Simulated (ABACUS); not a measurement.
The system is V.

```
V
1.0
    -1.51435    1.51435    1.51435
     1.51435   -1.51435    1.51435
     1.51435    1.51435   -1.51435
V
1
Direct
  0.00000 0.00000 0.00000
```

Program: ABACUS 3.10.1. Alike in all runs: task single point; spin collinear, ferromagnetic start; cell as given; smearing fermi-dirac 0.05 eV.

Problem. Order these runs on this cell by their pressure, lowest first.
A. level PBEsol; potentials or basis PseudoDojo NC SR 0.5 PBE stringent, DZP LCAO (the cutoffs set its grid); k mesh 11 × 11 × 11; cutoff (eV) 1361; SCF threshold on the density 1e-07; eigensolver genelpa; orbital files V V_confined-atom_7au_3s2p2d1f.orb
B. level SOGGA; potentials or basis GBRV ultrasoft 1.5 PBE, plane waves; k mesh 10 × 10 × 10; cutoff (eV) 544; SCF threshold on the density 1e-08; eigensolver dav
C. level OLYP; potentials or basis PseudoDojo NC SR 0.5 PBE stringent, plane waves; k mesh 10 × 10 × 10; cutoff (eV) 1143; SCF threshold on the density 1e-08; eigensolver dav
D. level RPBE; potentials or basis SG15 ONCV 1.2 PBE, plane waves; k mesh 10 × 10 × 10; cutoff (eV) 1143; SCF threshold on the density 1e-08; eigensolver dav

Solution. B (-12.4 GPa), A (-10.9 GPa), C (-6.0 GPa), D (-0.4 GPa).

Caveats: the potentials were made for another functional, which shifts forces and pressure; the atomic orbitals were generated for these runs and aren't a published set (some runs); the basis of atomic orbitals isn't converged, which shifts pressures, moduli and gaps (some runs).

Runs at the PBE level aren't shown here.
